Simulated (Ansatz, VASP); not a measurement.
**One cell, several codes and potentials: NaI**

System: NaI (rock salt type, first atom moved by 0.06 Å along [111]), 2 atoms in the cell.

```
Na I
1.0
     0.00000    3.26500    3.26500
     3.26500    0.00000    3.26500
     3.26500    3.26500    0.00000
Na I
1 1
Direct
  0.00530 0.00530 0.00530
  0.50000 0.50000 0.50000
```

All runs use HSE06; k-mesh 4×4×4 Γ-centred; Fermi–Dirac smearing of 0.05 eV; no spin polarisation; no spin–orbit coupling. Exact exchange at q = 0 is regularized (HFRCUT = 0 in VASP). VASP pressures are printed at a fixed basis; Ansatz's pressures include its basis correction. The all-electron reference is a plane-wave run on PAW datasets generated for this crystal and functional, not LAPW.

```json
{"run": "VASP, Na_pv/I, 337 eV", "pressure (GPa)": "-0.29", "Fx on Na1 (eV/Å)": "-0.025"}
{"run": "Ansatz PAW soft set 1, 420 eV", "pressure (GPa)": "-0.24", "Fx on Na1 (eV/Å)": "-0.025"}
{"run": "Ansatz hand-made PAW, 700 eV", "pressure (GPa)": "-0.22", "Fx on Na1 (eV/Å)": "-0.025"}
{"run": "Ansatz with JTH PAW, 1440 eV", "pressure (GPa)": "-0.16", "Fx on Na1 (eV/Å)": "-0.026"}
{"run": "Ansatz PAW hard set, 700 eV", "pressure (GPa)": "-0.23", "Fx on Na1 (eV/Å)": "-0.025"}
{"run": "VASP, Na_pv/I, 680 eV", "pressure (GPa)": "-0.23", "Fx on Na1 (eV/Å)": "-0.025"}
```

Task: What does the all-electron calculation give for these quantities?

Result: Ansatz all-electron PAW datasets made for this crystal, 290 eV: pressure -0.23 GPa, Fx on Na1 -0.025 eV/Å. All forces:

```
atom  Fx (eV/Å)  Fy (eV/Å)  Fz (eV/Å)
 Na1     -0.025     -0.025     -0.025
  I2      0.025      0.025      0.025
```

Potentials made with PBE were used with another functional (at least in: VASP, Na_pv/I, 337 eV; Ansatz with JTH PAW, 1440 eV; Ansatz PAW hard set, 700 eV; VASP, Na_pv/I, 680 eV).
